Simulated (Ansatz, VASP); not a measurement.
# SiC (V_Si-V_C (Si site 2) axial): VASP beside Ansatz

Wanted: the spread between two codes on one cell, functional and k mesh. The cell is taken from a series of runs on this material, whose earlier steps may have relaxed, scaled, displaced or heated it; both programs get it as it stands.

Method: plane waves, with VASP 6.6.1 beside it; single point at PBE, in Ansatz 0.2.0.

## Step 1: The structure

The cell holds 94 atoms: 47 Si and 47 C. Cell: a = 10.718 Å, b = 10.718 Å, c = 10.129 Å, α = 90.0°, β = 90.0°, γ = 120.0°. It derives from SiC (SiC (P6_3mc)). Nearest the centre at fractional (0.667, 0.500, 0.844): Si45 at 2.40 Å, Si35 at 2.41 Å, Si47 at 2.41 Å, C87 at 2.50 Å, C76 at 2.50 Å, C89 at 2.51 Å, C59 at 3.20 Å, C81 at 3.20 Å.

## Step 2: Ansatz: single point, PBE, pair 1

Ansatz runs on its NC files.

A single point gives forces, pressure and levels at one fixed geometry, so differences don't come from the geometry; what else differs is listed under the comparison.

input.yaml reads:

```yaml
crystal:
  lattice:
    - [9.28241338, 5.35920398, 0.0]
    - [-9.28241348, 5.35920381, 0.0]
    - [0.0, 0.0, 10.12919782]
  atoms:
    - { symbol: Si, position: [0.00016116001, -0.00043542902, 0.50040816166] }
    - { symbol: Si, position: [0.16809708337, 0.33390088804, 0.500431494] }
[... 6 atom lines left out ...]
    - { symbol: Si, position: [0.33738028396, 0.33517933928, 0.74803018328] }
    - { symbol: Si, position: [5.513964e-05, -0.00103600066, 1.00022851267] }
    - { symbol: Si, position: [0.16872001324, 0.33435885723, 1.00024246588] }
    - { symbol: Si, position: [0.33345594484, 0.16646311184, 1.00058242603] }
[... 6 atom lines left out ...]
    - { symbol: C, position: [0.00109042859, 0.33370253166, 0.43797944452] }
[... 2 atom lines left out ...]
    - { symbol: C, position: [0.00070642886, 0.16696691701, 0.93732480497] }
    - { symbol: C, position: [0.16685596221, -0.00018485161, 0.93775691585] }
    - { symbol: C, position: [0.33722229622, 0.33403103541, 0.93759101315] }
[... 1 atom line left out ...]
    - { symbol: Si, position: [0.16671338142, 0.83320999978, 0.50040943567] }
[... 1 atom line left out ...]
    - { symbol: Si, position: [0.00103298778, 0.83396975516, 0.24968872255] }
[... 2 atom lines left out ...]
    - { symbol: Si, position: [-0.0024380048, 0.66507413661, 0.74803618969] }
[... 1 atom line left out ...]
    - { symbol: Si, position: [0.33409611625, 0.83378848726, 0.74853665894] }
    - { symbol: Si, position: [0.0013648633, 0.50035546839, 1.0005570403] }
    - { symbol: Si, position: [0.16607514243, 0.83305864186, 1.00023798509] }
    - { symbol: Si, position: [0.33471855782, 0.66635480634, 1.00024367538] }
    - { symbol: C, position: [0.00097118553, 0.50035759469, 0.18719955103] }
[... 1 atom line left out ...]
    - { symbol: C, position: [0.3344509428, 0.66719736615, 0.18662346477] }
[... 1 atom line left out ...]
    - { symbol: C, position: [0.16740874266, 0.83303196698, 0.68746790081] }
    - { symbol: C, position: [0.33483361321, 0.667711183, 0.68749817729] }
    - { symbol: C, position: [0.00039004996, 0.83332897618, 0.43660013294] }
    - { symbol: C, position: [0.1677438955, 0.66701072542, 0.43797900914] }
    - { symbol: C, position: [0.33434165605, 0.5003542167, 0.43656476838] }
    - { symbol: C, position: [-0.00245060371, 0.66416917927, 0.93758349537] }
    - { symbol: C, position: [0.16795080761, 0.50035607625, 0.93775831372] }
[... 4 atom lines left out ...]
    - { symbol: Si, position: [0.5001134411, 0.33310141612, 0.25158090726] }
    - { symbol: Si, position: [0.66741795337, 0.16674141432, 0.24968946321] }
[... 5 atom lines left out ...]
    - { symbol: Si, position: [0.66745777774, 0.3335952681, 1.00274427493] }
[... 3 atom lines left out ...]
    - { symbol: C, position: [0.8342242753, 0.16739889645, 0.18662727821] }
[... 1 atom line left out ...]
    - { symbol: C, position: [0.66774960201, 0.32323324826, 0.68292716533] }
[... 3 atom lines left out ...]
    - { symbol: C, position: [0.83400005269, 0.00066937731, 0.43799101722] }
[... 3 atom lines left out ...]
    - { symbol: Si, position: [0.50173818534, 0.50035430529, 0.50242035904] }
[... 1 atom line left out ...]
    - { symbol: Si, position: [0.83294443791, 0.66583925359, 0.50221200169] }
    - { symbol: Si, position: [0.50083242156, 0.8340394906, 0.25018357673] }
[... 1 atom line left out ...]
    - { symbol: Si, position: [0.83471012347, 0.50035247739, 0.25151293366] }
[... 2 atom lines left out ...]
    - { symbol: Si, position: [0.50044584375, 0.50035523291, 1.00272291235] }
[... 1 atom line left out ...]
    - { symbol: Si, position: [0.83424053031, 0.66713918434, 1.00275365645] }
    - { symbol: C, position: [0.50187290602, 0.50035656256, 0.18770580122] }
[... 1 atom line left out ...]
    - { symbol: C, position: [0.83288724978, 0.66583289304, 0.1877201349] }
    - { symbol: C, position: [0.48997745785, 0.50036074441, 0.68304970688] }
    - { symbol: C, position: [0.66734414338, 0.83445881673, 0.68717217976] }
    - { symbol: C, position: [0.84487836607, 0.67748871741, 0.68292447893] }
[... 1 atom line left out ...]
    - { symbol: C, position: [0.667371677, 0.66716598158, 0.43803270108] }
    - { symbol: C, position: [0.83430190752, 0.50035542441, 0.43792009259] }
    - { symbol: C, position: [0.5035516312, 0.66668108322, 0.93759039082] }
    - { symbol: C, position: [0.83113405376, 0.83035960849, 0.93760577681] }
  symmetry: { detect: false }
basis:
  xc_grid: 2
  ecutwfc: 820
hamiltonian:
  xc: pbe
  pseudopotentials: { kind: nc }
kpoints:
  mp_grid: { grid: [1, 1, 1] }
magnetization:
  spin_polarized: true
  initial_magnetization: 2
  spin_locking: { lock_magnetization: hard }
scf:
  occupations: { method: fermi_dirac, width: 0.01 }
  max_iter: 120
  lower_state_search: "off"
  n_extra_bands: 70
  convergence: { dr2_threshold: "1.0e-12 eV" }
output:
  orbitals: { bands: [v30, c30], seedname: "../cc1.nc2" }
checkpoint:
  read: "../cc1.nc0.run"
  write: "../cc1.nc2.run"
  compress: false
  write_wavefunctions: false
  write_every: 100000
```

On the command line:

```
$ ansatz run input.yaml --threads 4 --pin off --max-ram 14131MiB --backend cpu --events-out ev --progress --plain --runs-dir out
```

Numbers of over 12 decimals in the logs are rounded to 6 here.

Output:

```text
Warning: basis.ecutwfc = 820 eV is below the records' recommended 1115.666836 eV, and the density's cutoff is lower with it unless basis.ecutrho_ratio is high enough to keep the records' density cutoff: compare with a run at a higher cutoff
Warning: the band count 259 (scf.n_extra_bands) hosts the net moment |M| = 2.0000 μB (N_el = 376) but caps the reachable moment at 2·n_bands − N_el = 142.0000 μB, below the 283 bands that the automatic rule leaves for it — a moment growing past the seed, or the majority channel's smearing tail, pins there with fewer empty majority states than that count leaves; raise or omit scf.n_extra_bands unless the cap is intended
Warning: checkpoint.read: the run can stay near the saved state's solution: 94 site(s) moved relative to the saved geometry (max |Δs| = 9.738e-4 fractional); the SCF starts from the saved state under `checkpoint.density_extrapolation: transplant`, in force with no word given; its orbitals are not used off its sites. A run without `checkpoint.read` takes nothing of the state. A lower free energy from it at the same positions (and U, V and field ramp, if any), with starting moments typed, shows a solution that this start missed, and an equal or higher one rules none out (checkpoint.read, Limitations, in the input reference)
scf.n_extra_bands = 70 over 189 filled bands (N_el = 376.0): the run solves 259 bands
Engine: ansatz 0.2.0, aarch64-unknown-linux-gnu
Pseudopotentials: kind: nc
Pseudopotential: Si, nc, valence charge 4, recommended cutoff 489.804952 eV (normal), Si.nc.azcp
Pseudopotential: C, nc, valence charge 4, recommended cutoff 1115.666836 eV (normal), C.nc.azcp
Functional definition: PBE
  parameter kappa = 0.804
  parameter beta = 0.066725
  exchange = pbe_x(kappa = kappa, mu = beta*pi^2/3)
  correlation = pbe_c(beta = beta)
Crystal: 94 atoms, lattice volume = 1007.781 Å³
Basis set: ecut = 820 eV, 53729 PW (Γ), exchange–correlation on 216×216×192 points (8 copies of the dense FFT grid, shifted against one another)
Bands: 259, of which v1, the nominal top of the filled ones, is band 188 counted from 1 (187 counted from 0)
Symmetry: 1 space group operations
k-points: 1
Non-local potential: Si, projectors of the file, l = 0: 2, l = 1: 2, l = 2: 2
Non-local potential: C, projectors of the file, l = 0: 2, l = 1: 2
Initial density: read from a saved state, or passed on in memory by an earlier SCF of this step, an earlier step, the calling program or the single point that the run made first, carried with its atoms to this geometry
Starting moments: Σ|m| = 2 μB on 94 of 94 sites; this step starts from the density that it was given
Initial wavefunctions: pseudopotential atomic-orbital guess
Functional: x = pbe(κ = 0.804, μ = 0.219515), c = pbe(β = 0.066725)
iter 1 solved again at ethr=1.23e-6 eV; its pass at ethr=3.10e-3 eV (dr2=4.61e-3 eV) is discarded
SCF iter   1: F=—  HF=-13130.206026 eV  |F-HF|=—  |Δ(HF+E_count)|=         —  Δρ=3.86e-4 (↑3.41e-4 ↓3.86e-4)  dr2=4.30e-3  dr2_m=3.87e-4  M=2.000 μB ∫|m|=2.188 μB  β_m=0.30  ethr=1.23e-6  ⟨swp⟩=12.5  Hψ=4672  notcnv=0
preconditioner: auto → Resta (q_TF=auto, 2.315 Å⁻¹)  ε∞=5.2  [insulator: Δε(μ)=1.184 eV  Ē_g=11.055 eV  σ=0.010 eV  W_gap=1.00  n_scr=210 (ndim 8)  ℏωp=22.7 eV  f_vac=0.000  D(μ)=0.00/eV (n_scr^D=0)  ε∞_Penn≈5.2]
spin=Collinear: Resta preconditioning applied to the charge; magnetization (m = ρ↑ − ρ↓) channel mixes plain (no charge-response kernel on spin).
SCF iter   2: F=—  HF=-13130.205591 eV  |F-HF|=—  |Δ(HF+E_count)|=   4.35e-4  Δρ=2.65e-4 (↑2.38e-4 ↓2.65e-4)  dr2=1.96e-3  dr2_m=2.01e-4  M=2.000 μB ∫|m|=2.187 μB  β_m=0.61  ethr=1.14e-6  ⟨swp⟩=2.0  Hψ=600  notcnv=0
SCF iter   3: F=—  HF=-13130.205392 eV  |F-HF|=—  |Δ(HF+E_count)|=   1.99e-4  Δρ=4.53e-5 (↑3.41e-5 ↓4.53e-5)  dr2=4.48e-5  dr2_m=3.99e-6  M=2.000 μB ∫|m|=2.187 μB  β_m=0.67  ethr=5.21e-7  ⟨swp⟩=3.0  Hψ=844  notcnv=0
SCF iter   4: F=—  HF=-13130.205377 eV  |F-HF|=—  |Δ(HF+E_count)|=   1.51e-5  Δρ=1.46e-5 (↑1.30e-5 ↓1.46e-5)  dr2=7.55e-6  dr2_m=4.47e-7  M=2.000 μB ∫|m|=2.187 μB  β_m=0.80  ethr=1.19e-8  ⟨swp⟩=2.5  Hψ=758  notcnv=0
SCF iter   5: F=—  HF=-13130.205684 eV  |F-HF|=—  |Δ(HF+E_count)|=   3.08e-4  Δρ=5.55e-6 (↑3.48e-6 ↓5.55e-6)  dr2=1.28e-6  dr2_m=4.21e-8  M=2.000 μB ∫|m|=2.187 μB  β_m=0.75  ethr=2.01e-9  ⟨swp⟩=3.0  Hψ=713  notcnv=0
SCF iter   6: F=—  HF=-13130.205684 eV  |F-HF|=—  |Δ(HF+E_count)|=   7.35e-8  Δρ=1.91e-6 (↑1.91e-6 ↓1.66e-6)  dr2=1.20e-7  dr2_m=4.88e-9  M=2.000 μB ∫|m|=2.187 μB  β_m=0.86  ethr=3.41e-10  ⟨swp⟩=2.5  Hψ=713  notcnv=0
SCF iter   7: F=—  HF=-13130.205684 eV  |F-HF|=—  |Δ(HF+E_count)|=   3.57e-8  Δρ=5.49e-7 (↑4.75e-7 ↓5.49e-7)  dr2=1.57e-8  dr2_m=4.57e-10  M=2.000 μB ∫|m|=2.187 μB  β_m=0.87  ethr=3.20e-11  ⟨swp⟩=2.5  Hψ=746  notcnv=0
[...]
Free energy (F): -13130.205684 eV
Harris-Foulkes:  -13130.205684 eV  (|F-HF|=5.46e-12)
Internal energy: -13130.205684 eV  (E = F + TS)
E sigma→0 (E₀):  -13130.205684 eV
Fermi energy:    9.968705 (↑ 10.315481, ↓ 9.809622) eV
--- Per-component energies (eV) ---
  E_band       = 1198.215297
  E_kinetic    = 7502.517614
  E_local      = -5470.840568  (includes V_loc(G=0)·N_el)
  E_nonlocal   = 968.239824
  E_hartree    = 1696.667612
  E_xc         = -4813.412512
  E_vxc        = -5195.036796  (∫ρ·V_xc dr)
  E_ewald      = -13013.377655
  E_smearing   = -0.000000  (= −TS)
  E_closure    = -0.000000  (closes the sum)
  Σ components = -13130.205684   (vs F -13130.205684, Δ=0.00e0)
--- Band table (eV) ---
  k-point 0 ↑: bands = [... 184 lower, 8.8685, 8.8685, 8.9745, 9.5243, 9.5331, 11.0990, 11.1043, 11.3348, ... 67 higher]
  k-point 0 ↓: bands = [... 184 lower, 8.9276, 8.9886, 9.2184, 10.4028, 10.4178, 11.1269, 11.1323, 11.3411, ... 67 higher]
```

The column dr2 measures how far the density is from self-consistency, as an energy; F and HF (Harris–Foulkes) agree once it is small.

## Step 3: VASP: single point, PBE, pair 1

The same cell, functional, mesh and smearing now go to VASP, with its own data sets.

Lines of VASP's logs that name or quote its potential files are left out, and so is its time.

INCAR reads:

```
SYSTEM = SiC
PREC = Accurate
ENCUT = 520
EDIFF = 1E-06
NELM = 200
ISMEAR = -1
SIGMA = 0.01
LREAL = Auto
ALGO = Normal
GGA = PE
NBANDS = 256
ISPIN = 2
MAGMOM = -0 -0 0 -0 -0 -0 0 0 0 0 0 -0 0 -0 -0 0 -0 0 0 0 0 -0 0 0 -0 -0 -0 -0 0 -0 0 0 0 0 0 0 -0 0 -0 -0 -0 -0 0 0 0 -0 0 0 0 0 0.03 0.03 0 0 0 0 -0 0 0 0 0 0 0 0.03 0.03 0.02 0 0.02 0 0 -0 0 -0 0 0.03 0.28 0.03 0 0.02 0 0 0 0 -0 0 -0 0.28 0 0.28 0 0 0 0 0
LORBIT = 11
LWAVE = .FALSE.
LCHARG = .FALSE.
ISIF = 2
NUPDOWN = 2
LASPH = .TRUE.
GGA_COMPAT = .FALSE.
NCORE = 2
```

POSCAR reads:

```
SiC
1.0
    9.2824133794      5.3592039794      0.0000000000
   -9.2824134800      5.3592038053      0.0000000000
    0.0000000000      0.0000000000     10.1291978199
Si C
47 47
Direct
    0.0001611600      0.9995645710      0.5004081617
    0.1680970834      0.3339008880      0.5004314940
[... 6 atom lines left out ...]
    0.3373802840      0.3351793393      0.7480301833
    0.0000551396      0.9989639993      0.0002285127
    0.1687200132      0.3343588572      0.0002424659
    0.3334559448      0.1664631118      0.0005824260
[... 6 atom lines left out ...]
    0.9975619952      0.6650741366      0.7480361897
[... 2 atom lines left out ...]
    0.0013648633      0.5003554684      0.0005570403
    0.1660751424      0.8330586419      0.0002379851
    0.3347185578      0.6663548063      0.0002436754
[... 1 atom line left out ...]
    0.6674586973      0.3348697839      0.5022137525
[... 1 atom line left out ...]
    0.5001134411      0.3331014161      0.2515809073
[... 2 atom lines left out ...]
    0.5021786186      0.1706220515      0.7480972355
[... 1 atom line left out ...]
    0.8328458587      0.3356377277      0.7480369902
    0.5014521535      0.0017560932      0.0002277854
    0.6674577777      0.3335952681      0.0027442749
    0.8333701971      0.1676574209      0.0002380302
    0.5017381853      0.5003543053      0.5024203590
[... 1 atom line left out ...]
    0.8329444379      0.6658392536      0.5022120017
[... 1 atom line left out ...]
    0.6673655245      0.6676109250      0.2515805237
    0.8347101235      0.5003524774      0.2515129337
    0.5025574150      0.6655395287      0.7480323783
    0.8319126731      0.8300946929      0.7480992547
    0.5004458438      0.5003552329      0.0027229124
    0.6673491240      0.8342499190      0.0005829119
    0.8342405303      0.6671391843      0.0027536564
[... 4 atom lines left out ...]
    0.1674774206      0.3330004929      0.6874981155
    0.3332425821      0.1662554727      0.6871715888
[... 5 atom lines left out ...]
    0.3372222962      0.3340310354      0.9375910132
[... 3 atom lines left out ...]
    0.0016838632      0.5003562064      0.6871410115
[... 1 atom line left out ...]
    0.3348336132      0.6677111830      0.6874981773
[... 3 atom lines left out ...]
    0.9975493963      0.6641691793      0.9375834954
[... 3 atom lines left out ...]
    0.6674099148      0.3348733947      0.1877198392
[... 1 atom line left out ...]
    0.5003005517      0.0008361117      0.6874831287
    0.6677496020      0.3232332483      0.6829271653
[... 1 atom line left out ...]
    0.5005588007      0.3335434756      0.4380327146
[... 2 atom lines left out ...]
    0.5011286171      0.1703477761      0.9376052120
[... 1 atom line left out ...]
    0.8337378998      0.3365439436      0.9375827451
    0.5018729060      0.5003565626      0.1877058012
[... 1 atom line left out ...]
    0.8328872498      0.6658328930      0.1877201349
    0.4899774578      0.5003607444      0.6830497069
    0.6673441434      0.8344588167      0.6871721798
    0.8448783661      0.6774887174      0.6829244789
[... 1 atom line left out ...]
    0.6673716770      0.6671659816      0.4380327011
    0.8343019075      0.5003554244      0.4379200926
    0.5035516312      0.6666810832      0.9375903908
    0.8311340538      0.8303596085      0.9376057768
```

KPOINTS reads:

```
Automatic mesh
0
Gamma
1 1 1
0 0 0
```

PAW data sets: Si and C (PBE family, release 64).

On the command line:

```
$ mpirun -np 8 vasp_gam
```

Output:

```text
[banner, memory and clock lines left out]
running    8 mpi-ranks, on    1 nodes
[...]
LDA part: xc-table for (Slater+PW92), standard interpolation
 POSCAR, INCAR and KPOINTS ok, starting setup
[...]
entering main loop
       N       E                     dE             d eps       ncg     rms          rms(c)
DAV:   1     0.224253630223E+04    0.22425E+04   -0.19511E+05  1024   0.140E+03
DAV:   2    -0.531135976256E+03   -0.27737E+04   -0.25941E+04  1328   0.279E+02
DAV:   3    -0.778417557334E+03   -0.24728E+03   -0.24413E+03  1248   0.806E+01
DAV:   4    -0.785061559602E+03   -0.66440E+01   -0.66148E+01  1256   0.147E+01
[...]
DAV:  16    -0.699956453082E+03   -0.24061E-05   -0.56324E-06  1176   0.451E-03    0.560E-03
DAV:  17    -0.699956455423E+03   -0.23406E-05   -0.27260E-06   920   0.286E-03    0.272E-03
DAV:  18    -0.699956455854E+03   -0.43068E-06   -0.40136E-07   616   0.129E-03
   1 F= -.69995646E+03 E0= -.69995646E+03  d E =-.898766E-11  mag=     2.0000
```

From OUTCAR (step 3):

```text
  FREE ENERGIE OF THE ION-ELECTRON SYSTEM (eV)
  ---------------------------------------------------
  free  energy   TOTEN  =      -699.9564558536 eV

  energy  without entropy=     -699.9564558536  energy(sigma->0) =     -699.95645585

 magnetization (x)
# of ion       s       p       d       tot
------------------------------------------
    1       -0.000  -0.000   0.000  -0.001
    2       -0.000  -0.000   0.000  -0.001
    3       -0.000   0.000   0.000  -0.000
    4       -0.000   0.000   0.000  -0.000
    5       -0.000   0.000   0.000  -0.000
    6       -0.000   0.000   0.000  -0.000
    7       -0.001   0.006   0.000   0.005
    8       -0.000   0.001   0.000   0.000
    9       -0.001  -0.003   0.000  -0.004
   10        0.000   0.001   0.000   0.001
   11        0.000   0.001   0.000   0.001
   12       -0.000   0.000   0.000  -0.000
   13       -0.000   0.000   0.000  -0.000
[...]
--------------------------------------------------
tot          0.072   0.941   0.000   1.014
```

The run ends at a pressure of -0.38 GPa, with forces up to 0.18 eV/Å.

## Step 4: Comparison

Known differences besides the potentials themselves: VASP starts from the moments at which Ansatz ended; the cutoff is 820 eV in Ansatz and 520 eV in VASP (PREC = Accurate, projectors in real space); site moments are counted in spheres of each program's own size; Ansatz's log warns that its cutoff lies below the recommended one. Total energies have different zeros and are not compared.

Both answers:

```csv
quantity,Ansatz,VASP,difference
"total moment, fixed by the input (μB)",2.00,2.00,0.00
moment on C89 (μB),0.28,0.26,+0.02
moment on C76 (μB),0.28,0.26,+0.02
moment on C87 (μB),0.28,0.26,+0.02
```

(Part 1 of 3 ends here.)

[Lines on the potential files, build, host, timing and source positions are cut from VASP's logs without a mark.]

[Logs are printed without paths, hosts, clocks, repeated set-up lines and the standing remarks that a program may print on its own settings, such as how far it seeks lower states.]

[Hosts, paths, dates, database ids (printed as entryN), source tags and the programs' standing remarks are cut or masked in the printed files.]
